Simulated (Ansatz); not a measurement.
**TlBr: a single-point run**

Wanted: a converged single-point run for TlBr, and a check of what comes out. The structure is shown as the input types it.

Computed with Ansatz 0.2.0 (density functional or hybrid calculation with the settings of its input, plane waves (as first typed), unless a step's input says otherwise).

5 further runs of the same task are left out: 5 that didn't finish.

### Step 1. The structure to begin with

It takes space group Pm-3m (No. 221, cubic). Conventional cell: a = 3.946 Å, b = 3.946 Å, c = 3.946 Å, α = 90.00°, β = 90.00°, γ = 90.00°. Around Tl (site symmetry m-3m) lie 8 Br at 3.42 Å. Br (site symmetry m-3m) has 8 Tl at 3.42 Å as nearest neighbours.

As a file:

```xyz
2
Lattice="3.9462 0.0000 0.0000 0.0000 3.9462 0.0000 0.0000 0.0000 3.9462" Properties=species:S:1:pos:R:3 pbc="T T T"
Tl    0.0000    0.0000    0.0000
Br    1.9731    1.9731    1.9731
```

### Step 2. The run

input.yaml

```yaml
crystal:
  lattice:
    - [3.9461933146, 0.0, 0.0]
    - [0.0, 3.9461933146, 0.0]
    - [0.0, 0.0, 3.9461933146]
  atoms:
    - { symbol: Tl, position: [0.0, 0.0, 0.0] }
    - { symbol: Br, position: [0.5, 0.5, 0.5] }
kpoints:
  mp_grid: { grid: [4, 4, 4] }
hamiltonian:
  xc: hse06
scf:
  occupations: { method: fixed }
  n_extra_bands: 4
  exx: { q_mesh: [5, 5, 5] }
output:
  forces: true
  stress: true
  eigenvalues: true
```

The run is started by

```bash
$ ansatz run input.yaml --threads 4 --pin off --max-ram 3686MiB --backend cpu --events-out ev --progress --plain --runs-dir out
```

What happens when this is run?

The run ended at the input check. It says: «invalid value for `scf.exx.q_mesh`: must divide elementwise kpoints.mp_grid.grid»

In the input, scf.exx.q_mesh is [5, 5, 5]. The k-point mesh is ill-defined.

What to do: delete scf.exx.q_mesh.
